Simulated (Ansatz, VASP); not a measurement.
## Cross-check of BAs between VASP and Ansatz

One calculation is typed for both programs; each brings its own data sets. How far apart do they land? The cell is taken from a series of runs on this material, whose earlier steps may have relaxed, scaled, displaced or heated it; both programs get it as it stands.

Main program and level: Ansatz 0.2.0; plane waves, with VASP 6.6.1 beside it; zone-centre phonons at LDA.

### Step 1. The structure

Symmetry: Imm2, No. 44, orthorhombic system. Conventional cell: a = 3.344 Å, b = 3.446 Å, c = 4.695 Å, α = 90.00°, β = 90.00°, γ = 90.00°. B has 4 As at 2.05 to 2.08 Å nearest. Nearest to As lie 4 B at 2.05 to 2.08 Å. Farther neighbours are not listed.

### Step 2. VASP: zone-centre phonons, LDA, pair 1

Second derivatives magnify differences that forces hide, and they need a tight electronic threshold.

Lines of VASP's logs that name or quote its potential files are left out, and so is its time.

File INCAR:

```
SYSTEM = BAs
PREC = Accurate
ENCUT = 500
EDIFF = 1E-08
NELM = 120
ISMEAR = 0
SIGMA = 0.01
LREAL = .FALSE.
ALGO = Normal
GGA = PW92
NBANDS = 10
LORBIT = 11
LWAVE = .FALSE.
LCHARG = .FALSE.
ISIF = 2
IBRION = 8
LASPH = .TRUE.
GGA_COMPAT = .FALSE.
EFERMI = MIDGAP
KPAR = 2
```

File POSCAR:

```
BAs
1.0
    0.0361760998      2.4006297847      2.3474797313
    2.4006297847      0.0361760998      2.3474797313
    2.4368058845      2.4368058845      0.0000000000
B As
1 1
Direct
    0.9986364711      0.9986364711      0.0013635289
    0.7513635289      0.7513635289      0.7486364711
```

File KPOINTS:

```
Automatic mesh
0
Gamma
12 12 12
0 0 0
```

PAW data sets: B and As (LDA family, release 64).

The run is started by

```
mpirun -np 2 vasp_std
```

Numbers of over 12 decimals in the logs are rounded to 6 here.

The log of the run:

```text
[banner, memory and clock lines left out]
running    2 mpi-ranks, on    1 nodes
 distrk:  each k-point on    1 cores,    2 groups
 distr:  one band on    1 cores,    1 groups

 POSCAR found type information on POSCAR B As
 POSCAR found :  2 types and       2 ions
|                                                                             |
|               ----> ADVICE to this user running VASP <----                  |
|                                                                             |
|     You enforced a specific xc type in the INCAR file but a different       |
|     [... a line on the potential file left out ...]
|     I HOPE YOU KNOW WHAT YOU ARE DOING!                                     |
|                                                                             |

 LDA part: xc-table for (Slater(with rela. corr.)+PW92), standard interpolation
 POSCAR, INCAR and KPOINTS ok, starting setup
 FFT: planning ... GRIDC
 FFT: planning ... GRID_SOFT
 FFT: planning ... GRID
 WAVECAR not read
 entering main loop
       N       E                     dE             d eps       ncg     rms          rms(c)
DAV:   1     0.109878359194E+02    0.10988E+02   -0.37214E+03  5608   0.682E+02
DAV:   2    -0.129519205037E+02   -0.23940E+02   -0.22803E+02  7820   0.106E+02
DAV:   3    -0.136449136353E+02   -0.69299E+00   -0.69151E+00  6764   0.178E+01
DAV:   4    -0.136470252180E+02   -0.21116E-02   -0.21115E-02  6788   0.107E+00
DAV:   5    -0.136470285704E+02   -0.33524E-05   -0.33524E-05  6540   0.435E-02    0.506E+00
DAV:   6    -0.130033887256E+02    0.64364E+00   -0.17736E+00  6056   0.578E+00    0.239E+00
DAV:   7    -0.129216539017E+02    0.81735E-01   -0.20014E-01  6760   0.240E+00    0.893E-01
DAV:   8    -0.129083925155E+02    0.13261E-01   -0.24805E-02  6124   0.875E-01    0.102E-01
DAV:   9    -0.129084171970E+02   -0.24681E-04   -0.74392E-04  6440   0.182E-01    0.573E-02
DAV:  10    -0.129084229524E+02   -0.57554E-05   -0.86064E-05  6044   0.563E-02    0.132E-02
DAV:  11    -0.129084243395E+02   -0.13871E-05   -0.17426E-06  6824   0.981E-03    0.121E-02
DAV:  12    -0.129084242114E+02    0.12811E-06   -0.67967E-07  6196   0.376E-03    0.225E-03
DAV:  13    -0.129084242148E+02   -0.33465E-08   -0.36052E-08  6460   0.125E-03
   1 F= -.12908424E+02 E0= -.12908424E+02  d E =0.000000E+00
 Linear response reoptimize wavefunctions to high precision
DAV:   1    -0.129084242141E+02    0.63562E-09   -0.52290E-09  6240   0.345E-04
DAV:   2    -0.129084242142E+02   -0.16257E-10   -0.13764E-10  3540   0.932E-05
 Linear response DOF=           4
 Linear response progress:
  Degree of freedom:   1/  4
       N       E                     dE             d eps       ncg     rms          rms(c)
RMM:   1    -0.436185352353E-01   -0.43619E-01    0.11991E-03 42058   0.109E+00
RMM:   2    -0.406217496090E-01    0.29968E-02   -0.11452E-03 27270   0.219E-01    0.100E-01
RMM:   3    -0.406658072400E-01   -0.44058E-04   -0.14196E-04 28981   0.671E-02    0.526E-02
RMM:   4    -0.409446404491E-01   -0.27883E-03   -0.12631E-04 28349   0.621E-02    0.745E-03
RMM:   5    -0.409219428691E-01    0.22698E-04   -0.74142E-07 30104   0.689E-03    0.693E-04
RMM:   6    -0.409197258327E-01    0.22170E-05   -0.17085E-08 29898   0.539E-04    0.272E-04
RMM:   7    -0.409190834135E-01    0.64242E-06   -0.69154E-09 30463   0.238E-04    0.477E-05
RMM:   8    -0.409191876340E-01   -0.10422E-06    0.12494E-10 30742   0.443E-05    0.127E-05
RMM:   9    -0.409191445779E-01    0.43056E-07    0.42934E-10 31809   0.242E-05    0.178E-06
RMM:  10    -0.409191457590E-01   -0.11811E-08   -0.27415E-09 28654   0.149E-05    0.384E-07
 first order change of Fermi-energy   0.40675E-04
 force on displaced ion       1 direction 1 : -16.466   0.760   0.000
 Linear response progress:
  Degree of freedom:   2/  4
       N       E                     dE             d eps       ncg     rms          rms(c)
RMM:   1    -0.430860281514E-01   -0.43086E-01    0.26366E-03 13118   0.108E+00
RMM:   2    -0.405675038888E-01    0.25185E-02   -0.10477E-03  8773   0.212E-01    0.986E-02
RMM:   3    -0.406138299620E-01   -0.46326E-04   -0.12856E-04  9203   0.655E-02    0.517E-02
RMM:   4    -0.408848251533E-01   -0.27100E-03   -0.11565E-04  9065   0.603E-02    0.759E-03
RMM:   5    -0.408656308894E-01    0.19194E-04   -0.43819E-07  9586   0.669E-03    0.111E-03
RMM:   6    -0.408616549206E-01    0.39760E-05   -0.37546E-09  9491   0.845E-04    0.251E-04
RMM:   7    -0.408611556620E-01    0.49926E-06    0.97510E-10  9741   0.188E-04    0.101E-04
RMM:   8    -0.408609627344E-01    0.19293E-06    0.14406E-09  9847   0.969E-05    0.199E-05
RMM:   9    -0.408609635144E-01   -0.78000E-09   -0.65181E-10 10133   0.289E-05    0.226E-06
 first order change of Fermi-energy   0.90957E+00
 force on displaced ion       1 direction 3 :  -0.000  -0.000 -16.558
 Linear response progress:
  Degree of freedom:   3/  4
       N       E                     dE             d eps       ncg     rms          rms(c)
RMM:   1    -0.403442477316E-01   -0.40344E-01    0.30288E-02 42721   0.115E+00
RMM:   2    -0.379598666279E-01    0.23844E-02   -0.91062E-04 27653   0.218E-01    0.977E-02
RMM:   3    -0.378474318139E-01    0.11243E-03   -0.11670E-05 29758   0.270E-02    0.571E-02
RMM:   4    -0.378758700300E-01   -0.28438E-04   -0.17970E-05 29374   0.300E-02    0.318E-03
RMM:   5    -0.378709622063E-01    0.49078E-05   -0.30107E-07 30700   0.264E-03    0.839E-04
RMM:   6    -0.378677024945E-01    0.32597E-05   -0.85162E-08 30529   0.466E-04    0.137E-04
RMM:   7    -0.378669568738E-01    0.74562E-06    0.19018E-08 31363   0.104E-04    0.411E-05
RMM:   8    -0.378669146488E-01    0.42225E-07    0.61334E-09 31769   0.295E-05    0.160E-05
RMM:   9    -0.378669471212E-01   -0.32472E-07   -0.49265E-09 32328   0.193E-05    0.615E-07
RMM:  10    -0.378669509035E-01   -0.37824E-08   -0.12757E-08 23125   0.144E-05    0.248E-07
 first order change of Fermi-energy   0.16119E-04
 force on displaced ion       2 direction 1 : -16.463   0.761   0.000
 Linear response progress:
  Degree of freedom:   4/  4
       N       E                     dE             d eps       ncg     rms          rms(c)
RMM:   1    -0.395825680047E-01   -0.39583E-01    0.33445E-02 13329   0.114E+00
RMM:   2    -0.378345467017E-01    0.17480E-02   -0.91866E-04  8929   0.213E-01    0.952E-02
RMM:   3    -0.377082434535E-01    0.12630E-03   -0.20658E-05  9529   0.279E-02    0.557E-02
RMM:   4    -0.377175008145E-01   -0.92574E-05   -0.22906E-05  9362   0.296E-02    0.348E-03
RMM:   5    -0.377177251895E-01   -0.22437E-06   -0.76596E-07  9798   0.314E-03    0.137E-03
RMM:   6    -0.377142712886E-01    0.34539E-05   -0.40023E-09  9533   0.840E-04    0.103E-04
RMM:   7    -0.377138389201E-01    0.43237E-06   -0.67278E-09  9991   0.102E-04    0.513E-05
RMM:   8    -0.377132428164E-01    0.59610E-06   -0.77135E-09  9452   0.782E-05    0.926E-06
RMM:   9    -0.377132691448E-01   -0.26328E-07    0.44100E-09 10315   0.237E-05    0.615E-06
RMM:  10    -0.377132889305E-01   -0.19786E-07   -0.14035E-10  9269   0.167E-05    0.606E-07
RMM:  11    -0.377132858434E-01    0.30871E-08    0.32366E-09  7216   0.145E-05    0.217E-07
 first order change of Fermi-energy  -0.90894E+00
 force on displaced ion       2 direction 3 :  -0.000  -0.000 -16.556
 Linear response finished
```

Parts of OUTCAR (step 2):

```text
ion  position               nearest neighbor table
   1  0.999  0.999  0.001-   2 2.05   2 2.05   2 2.08   2 2.08
   2  0.751  0.751  0.749-   1 2.05   1 2.05   1 2.08   1 2.08

  LATTYP: Found a body centered orthorhombic cell.
 ALAT       =     3.3438424688
 B/A-ratio  =     1.0305999648
 C/A-ratio  =     1.4040611980

 Subroutine GETGRP returns: Found  4 space group operations
 (whereof  4 operations were pure point group operations)

The static configuration has the point symmetry C_2v.

 Found    280 irreducible k-points:

   k-points           NKPTS =    280   k-points in BZ     NKDIM =    280   number of bands    NBANDS=     10

   dimension x,y,z NGX =    24 NGY =   24 NGZ =   28
   dimension x,y,z NGXF=    48 NGYF=   48 NGZF=   56

   ENCUT  =  500.0 eV  36.75 Ry    6.06 a.u.   6.12  6.12  6.28*2*pi/ulx,y,z

   NELECT =       8.0000    total number of electrons

 k-points in reciprocal lattice and weights: Automatic mesh
   0.00000000  0.00000000  0.00000000       0.001
   0.08333333  0.00000000  0.00000000       0.002
   0.16666667 -0.00000000  0.00000000       0.002
   0.25000000 -0.00000000  0.00000000       0.002
   0.33333333 -0.00000000  0.00000000       0.002
   0.41666667  0.00000000  0.00000000       0.002
   0.50000000 -0.00000000  0.00000000       0.001
   0.08333333  0.08333333  0.00000000       0.001
   0.16666667  0.08333333  0.00000000       0.002
[...]
0.25000000  0.25000000  0.50000000       0.001
  -0.25000000  0.25000000  0.50000000       0.001

 average (electrostatic) potential at core
       1 -31.8603       2 -51.9261

  Total       -0.6064820     -0.6064820      0.1281066     -0.7447850      0.0000000      0.0000000
  in kB      -35.9207116    -35.9207116      7.5874940    -44.1121181      0.0000000      0.0000000
  external PRESSURE =     -21.4179764 kB  Pullay stress =       0.0000000 kB

  energy-cutoff  :      500.00
  volume of cell :       27.05
      direct lattice vectors                 reciprocal lattice vectors
     0.036176100  2.400629785  2.347479731    -0.211465339  0.211465339  0.212994384
     2.400629785  0.036176100  2.347479731     0.211465339 -0.211465339  0.212994384
     2.436805885  2.436805885  0.000000000     0.205186635  0.205186635 -0.212994384

 POSITION                                       TOTAL-FORCE (eV/Angst)
 -----------------------------------------------------------------------------------
      2.43681      2.43681      4.68856         0.000000      0.000000     -0.007614
      3.65521      3.65521      3.52762        -0.000000     -0.000000      0.007614
 -----------------------------------------------------------------------------------
    total drift:                               -0.000000     -0.000000      0.000293

 Eigenvectors and eigenvalues of the dynamical matrix
 ----------------------------------------------------

   1 f  =   21.109378 THz   132.634134 2PiTHz  704.133059 cm-1    87.301333 meV
             X         Y         Z           dx          dy          dz
      2.436806  2.436806  4.688558     0.661025   -0.661025    0.000000
      3.655209  3.655209  3.527621    -0.251089    0.251089   -0.000000

   2 f  =   20.695792 THz   130.035495 2PiTHz  690.337306 cm-1    85.590879 meV
             X         Y         Z           dx          dy          dz
      2.436806  2.436806  4.688558     0.000000    0.000000    0.934831
      3.655209  3.655209  3.527621     0.000000   -0.000000   -0.355092

   3 f  =   20.156094 THz   126.644474 2PiTHz  672.334926 cm-1    83.358869 meV
             X         Y         Z           dx          dy          dz
      2.436806  2.436806  4.688558     0.661030    0.661030   -0.000000
      3.655209  3.655209  3.527621    -0.251076   -0.251076    0.000000

   4 f/i=    0.000285 THz     0.001788 2PiTHz    0.009492 cm-1     0.001177 meV
             X         Y         Z           dx          dy          dz
      2.436806  2.436806  4.688558     0.251090   -0.251089    0.000000
      3.655209  3.655209  3.527621     0.661025   -0.661025    0.000000

   5 f/i=    0.000325 THz     0.002040 2PiTHz    0.010830 cm-1     0.001343 meV
             X         Y         Z           dx          dy          dz
      2.436806  2.436806  4.688558     0.000000   -0.000000   -0.355092
      3.655209  3.655209  3.527621     0.000000   -0.000000   -0.934831

   6 f/i=    0.000679 THz     0.004268 2PiTHz    0.022659 cm-1     0.002809 meV
             X         Y         Z           dx          dy          dz
      2.436806  2.436806  4.688558     0.251076    0.251076    0.000000
      3.655209  3.655209  3.527621     0.661030    0.661030    0.000000

 ELASTIC MODULI CONTR FROM IONIC RELAXATION (kBar)
 Direction    XX          YY          ZZ          XY          YZ          ZX
 --------------------------------------------------------------------------------
 XX          -2.0198     -2.0198     -3.3571     19.0026      0.0000      0.0000
 YY          -2.0198     -2.0198     -3.3571     19.0026      0.0000      0.0000
 ZZ          -3.3571     -3.3571     -5.5798     31.5840      0.0000      0.0000
 XY          19.0026     19.0026     31.5840   -178.7772     -0.0000     -0.0000
 YZ           0.0000      0.0000      0.0000     -0.0000   -170.1725     50.0016
 ZX           0.0000      0.0000      0.0000     -0.0000     50.0016   -164.6763
 --------------------------------------------------------------------------------
```

### Step 3. Ansatz: zone-centre phonons, LDA, pair 1

Ansatz runs on its PAW soft_1 files.

The same cell, functional (in two slightly different forms) and mesh now go to Ansatz, which takes its cutoff from its data sets.

File input.yaml:

```yaml
crystal:
  lattice:
    - [0.0361760998, 2.4006297847, 2.3474797313]
    - [2.4006297847, 0.0361760998, 2.3474797313]
    - [2.4368058845, 2.4368058845, 0.0]
  atoms:
    - { symbol: B, position: [-0.0013635289, -0.0013635289, 0.0013635289] }
    - { symbol: As, position: [0.7513635289, 0.7513635289, 0.7486364711] }
kpoints:
  mp_grid: { grid: [12, 12, 12] }
hamiltonian:
  xc: lda
  pseudopotentials: { kind: paw, azcp: { folder: soft_1 }, xc_functional: pbe }
scf:
  occupations: { method: fixed }
output:
  eigenvalues: true
phonons:
  method: dfpt
```

The run is started by

```
ansatz run input.yaml --threads 4 --pin off --max-ram 10240MiB --backend cpu --events-out ev --progress --plain --runs-dir out
```

The log of the run:

```text
zone centre: on kpoints.mp_grid the ground state, and the responses unless they are solved on pairs of k-points, stand on 476 of the mesh's 1728 k-points, reduced under 2 symmetry operations, with k and −k counted as one. Each operation leaves every solved displacement unchanged or reverses it
Engine: ansatz 0.2.0, aarch64-unknown-linux-gnu
Pseudopotentials: kind: paw
Pseudopotential: B, paw, valence charge 3, recommended cutoff 420 eV (normal), soft_1/B.paw.azcp
Pseudopotential: As, paw, valence charge 15, recommended cutoff 420 eV (normal), soft_1/As.paw.azcp
Functional definition: SPW92
  exchange = slater_x
  correlation = pw_c
Crystal: 2 atoms, lattice volume = 27.051 Å³
Basis set: ecut = 420 eV, 535 PW (Γ), exchange–correlation on 48×48×48 points (8 copies of the dense FFT grid, shifted against one another)
Bands: 13, of which v1, the nominal top of the filled ones, is band 9 counted from 1 (8 counted from 0)
Symmetry: 4 space group operations
k-points: 476 of 1728 (irreducible under 2 space group operations, time reversal used)
Non-local potential: B, projectors of the file, l = 0: 2, l = 1: 2, l = 2: 1
Non-local potential: As, projectors of the file, l = 0: 2, l = 1: 2, l = 2: 3, l = 3: 1
PAW form: soft (Blöchl's): semilocal exchange-correlation on the pseudo side does not see the compensation charge
PAW frozen core: B, regenerated for the run's functional, and the local potential with it (the file was generated under x = pbe(κ = 0.804, μ = 0.219515), c = pbe(β = 0.066725))
PAW frozen core: As, regenerated for the run's functional, and the local potential with it (the file was generated under x = pbe(κ = 0.804, μ = 0.219515), c = pbe(β = 0.066725))
PAW one-centre angular grid: B, 110 points (default); XC on 64 Gauss nodes
PAW one-centre angular grid: As, 590 points (default); XC on 64 Gauss nodes
Initial density: superposition of atomic densities (chi_scale 0.1, normalization cell, long waves kept (reshape's long-wave potential 0.00 eV rms))
Initial wavefunctions: pseudopotential atomic-orbital guess
Functional: x = slater, c = lda
SCF iter   1: F=—  HF=-4924.177940 eV  |F-HF|=—  |Δ(HF+E_count)|=         —  Δρ=7.59e-2  dr2=2.01e0  ethr=3.10e-3  ⟨swp⟩=4.4  Hψ=31524  notcnv=0  defer=615
preconditioner: auto → none  [insulator: Δε(μ)=1.413 eV  Ē_g=12.481 eV  n_scr=8 (ndim 8)  ℏωp=20.2 eV  f_vac=0.000  ε∞_Penn≈3.6]
SCF iter   2: F=—  HF=-4923.560354 eV  |F-HF|=—  |Δ(HF+E_count)|=   6.18e-1  Δρ=2.49e-2  dr2=1.50e-1  ethr=3.10e-3  ⟨swp⟩=2.4  Hψ=13308  notcnv=0  defer=669
SCF iter   3: F=—  HF=-4923.517860 eV  |F-HF|=—  |Δ(HF+E_count)|=   4.25e-2  Δρ=1.01e-2  dr2=1.88e-2  ethr=8.31e-4  ⟨swp⟩=2.1  Hψ=8776  notcnv=0  defer=921
SCF iter   4: F=—  HF=-4923.514354 eV  |F-HF|=—  |Δ(HF+E_count)|=   3.51e-3  Δρ=4.29e-3  dr2=3.87e-3  ethr=1.05e-4  ⟨swp⟩=2.6  Hψ=11082  notcnv=0  defer=947
SCF iter   5: F=—  HF=-4923.513103 eV  |F-HF|=—  |Δ(HF+E_count)|=   1.25e-3  Δρ=1.04e-3  dr2=1.94e-4  ethr=2.15e-5  ⟨swp⟩=3.1  Hψ=11336  notcnv=0  defer=951
SCF iter   6: F=—  HF=-4923.513069 eV  |F-HF|=—  |Δ(HF+E_count)|=   3.36e-5  Δρ=1.25e-4  dr2=2.32e-6  ethr=1.08e-6  ⟨swp⟩=2.9  Hψ=11406  notcnv=0  defer=949
SCF iter   7: F=—  HF=-4923.513070 eV  |F-HF|=—  |Δ(HF+E_count)|=   2.14e-7  Δρ=8.19e-6  dr2=1.28e-8  ethr=1.29e-8  ⟨swp⟩=2.0  Hψ=8095  notcnv=0  defer=1
SCF iter   8: F=—  HF=-4923.513070 eV  |F-HF|=—  |Δ(HF+E_count)|=  6.73e-11  Δρ=1.19e-6  dr2=3.81e-10  ethr=7.13e-11  ⟨swp⟩=2.3  Hψ=8645  notcnv=0  defer=1
SCF iter   9: F=-4923.513070 eV  HF=-4923.513070 eV  |F-HF|=1.82e-12  |Δ(HF+E_count)|=  1.56e-10  Δρ=1.25e-7  dr2=1.59e-12  ethr=1.00e-12  ⟨swp⟩=8.0  Hψ=37291  notcnv=0
SCF 1 converged in 9 iterations: F = -4923.513070 eV  dr2 = 1.59e-12
  greatest PAW one-centre occupation: 0.999 electrons in one spin orbital (limit 2), on the As atom at site 1 (counted from 0), in its partial waves of l = 2
DFPT response loops at Γ: preconditioner auto → none (the input reference at scf.mixing.eps_inf says where Resta's filter doesn't serve); β = 0.50; Broyden in place of MSR1
SCF converged after 9 iterations
Free energy (F): -4923.513070 eV
Harris-Foulkes:  -4923.513070 eV  (|F-HF|=1.82e-12)
Internal energy: -4923.513070 eV  (E = F + TS)
E sigma→0 (E₀):  -4923.513070 eV
Fermi energy:    10.657251 eV
--- Per-component energies (eV) ---
  E_band       = -222.298005
  E_kinetic    = 147.626048
  E_local      = -1955.431184  (includes V_loc(G=0)·N_el)
  E_nonlocal   = -380.035813
  E_hartree    = 1100.609568
  E_xc         = -103.116307
  E_vxc        = -112.902026  (∫ρ·V_xc dr)
  E_paw        = -2005.298770  (= ΣΔE_a)
  E_vpaw       = -122.774148  (= ΣTr[D̂ρ^β])
  E_aug_tail   = -0.000003  (compensation charges beyond the density's cutoff)
  E_ewald      = -1729.987672
  E_core_change = 2.121063  (= ΣΔE_core)
  E_smearing   = -0.000000  (= −TS)
  E_closure    = 0.000000  (closes the sum)
  Σ components = -4923.513070   (vs F -4923.513070, Δ=0.00e0)
--- Band table (eV; the first three rows and the last of 476) ---
  k-point 0: bands = [... 5 lower, -4.9285, 10.3554, 10.5697, 10.6573, 13.6159, 13.6166, 14.0760, 15.3501]
  k-point 1: bands = [... 5 lower, -4.8169, 9.3654, 10.3553, 10.3653, 13.8704, 13.9905, 14.3418, 15.8577]
  k-point 2: bands = [... 5 lower, -4.4861, 7.4436, 9.8913, 9.9329, 13.9619, 14.5219, 14.8881, 17.1392]
  k-point 475: bands = [... 5 lower, -0.6633, 2.2010, 6.0693, 6.5214, 11.4178, 12.0566, 21.7846, 21.9494]
--- Phonons (Γ-DFPT): 4 representative perturbations + reference, on 476 of 1728 k-points (Σ response iterations 12) ---
  k mesh reduced under 2 symmetry operations, with k and −k counted as one. Each operation leaves every solved displacement unchanged or reverses it
  ASR residual: 3.311e-5 → 0.000e0 eV/Å²; symmetrization residual: 5.475e-7 eV/Å²
  ASR residual per site (eV/Å²): 3.31e-5 1.86e-5
  Γ frequencies (cm⁻¹): 0.00 0.00 0.00 667.65 685.80 699.19
  non-analytic LO–TO correction: not included (Born effective charges unavailable; polar crystals: no LO–TO splitting at Γ)
```

Reading the cycles: dr2 is the Hartree energy of the density residual (eV), the measure of convergence; HF is the Harris–Foulkes estimate of the energy, which meets the free energy F at convergence.

[end of part 1 of 2]

[Lines on the potential files, build, host, timing and source positions are cut from VASP's logs without a mark.]

[Logs are printed without paths, hosts, clocks, repeated set-up lines and the standing remarks that a program may print on its own settings, such as how far it seeks lower states.]

[Hosts, paths, dates, database ids (printed as entryN), source tags and the programs' standing remarks are cut or masked in the printed files.]
